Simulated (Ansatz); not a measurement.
## TaN: a jump of Ta

These are results of Ansatz 0.2.0, DFT PBE, scalar-relativistic, plane waves, PAW, not measurements. Settings: 420 eV cutoff, 4×5×5 k-mesh, shifted by half a step, Gaussian smearing of 0.10 eV, no spin polarisation.

In a supercell of 16 host sites, interstitial Ta hops to an equivalent place, moving 0.83 Å between the relaxed ends. Climbing-image nudged elastic band at fixed cell with images 0 (start) to 4 (end), the path measured over all atoms, converged to 0.05 eV/Å; the order of the saddle wasn't checked, and the small cell leaves errors of about a tenth of an eV.

A cell with an odd number of electrons and no spin polarisation is a metal by construction and may be lower with spin. Spin-orbit coupling is left out, which matters for the bands and energies of heavy elements.

Start:

```yaml
crystal:
  lattice:
    - [0.00000, 0.00000, 5.79554]
    - [-2.95018, -5.10987, 0.00000]
    - [5.90037, 0.00000, 0.00000]
  atoms:
    - { symbol: Ta, position: [0.25518, 0.16622, 0.83302] }
    - { symbol: Ta, position: [0.74482, 0.16637, 0.83301] }
    - { symbol: Ta, position: [0.27268, 0.19659, 0.36007] }
    - { symbol: Ta, position: [0.72748, 0.19671, 0.36016] }
    - { symbol: Ta, position: [0.27669, 0.63103, 0.79983] }
    - { symbol: Ta, position: [0.72328, 0.63123, 0.79998] }
    - { symbol: Ta, position: [0.25084, 0.66698, 0.33365] }
    - { symbol: Ta, position: [0.74933, 0.66696, 0.33370] }
    - { symbol: N, position: [0.99999, 0.99718, 0.52321] }
    - { symbol: N, position: [0.50002, 0.99545, 0.49472] }
    - { symbol: N, position: [0.99990, 0.13902, 0.03848] }
    - { symbol: N, position: [0.49998, 0.00205, 0.99340] }
    - { symbol: N, position: [0.00001, 0.50775, 0.50342] }
    - { symbol: N, position: [0.50004, 0.51942, 0.47381] }
    - { symbol: N, position: [0.99997, 0.48151, 0.97527] }
    - { symbol: N, position: [0.50005, 0.49181, 0.00120] }
    - { symbol: Ta, position: [0.00007, 0.87801, 0.11468] }
```

Atom 17 jumps to (-1.497, -3.764, 0.000) Å.

**Question.** Give the energy along the band and the structure at its top.

**Answer.**
| image | path (Å) | E − E(0) (eV) | Ta x (Å) | Ta y (Å) | Ta z (Å) | force on Ta (eV/Å) |
| --- | --- | --- | --- | --- | --- | --- |
| 0 | 0.00 | 0.000 | -1.914 | -4.487 | 0.000 | 0.02 |
| 1 | 0.39 | 0.319 | -1.801 | -4.379 | 0.000 | 1.26 |
| 2 | 0.77 | 1.092 | -1.647 | -4.159 | 0.000 | 0.01 |
| 3 | 1.16 | 0.319 | -1.533 | -3.916 | 0.000 | 1.26 |
| 4 | 1.54 | 0.000 | -1.497 | -3.764 | 0.000 | 0.02 |

Barrier 1.09 eV. Image 2:
```yaml
crystal:
  lattice:
    - [0.00000, 0.00000, 5.79554]
    - [-2.95018, -5.10987, 0.00000]
    - [5.90037, 0.00000, 0.00000]
  atoms:
    - { symbol: Ta, position: [0.25702, 0.16575, 0.83162] }
    - { symbol: Ta, position: [0.74298, 0.16587, 0.83162] }
    - { symbol: Ta, position: [0.26224, 0.18482, 0.34581] }
    - { symbol: Ta, position: [0.73776, 0.18490, 0.34580] }
    - { symbol: Ta, position: [0.28131, 0.65249, 0.80522] }
    - { symbol: Ta, position: [0.71869, 0.65273, 0.80522] }
    - { symbol: Ta, position: [0.26224, 0.66089, 0.34580] }
    - { symbol: Ta, position: [0.73776, 0.66099, 0.34581] }
    - { symbol: N, position: [0.00000, 0.01585, 0.53170] }
    - { symbol: N, position: [0.50000, 0.99693, 0.49386] }
    - { symbol: N, position: [0.99987, 0.05813, 0.99951] }
    - { symbol: N, position: [0.49998, 0.00317, 0.99715] }
    - { symbol: N, position: [0.00000, 0.50140, 0.50280] }
    - { symbol: N, position: [0.50000, 0.48257, 0.46513] }
    - { symbol: N, position: [0.00013, 0.44138, 0.99951] }
    - { symbol: N, position: [0.50002, 0.49398, 0.99715] }
    - { symbol: Ta, position: [0.00000, 0.81396, 0.12792] }
```

Cost: 1 run of about 51 core-minutes, on Intel Xeon Processor @ 2.50GHz (Skylake/Cascade Lake) (shared hosts).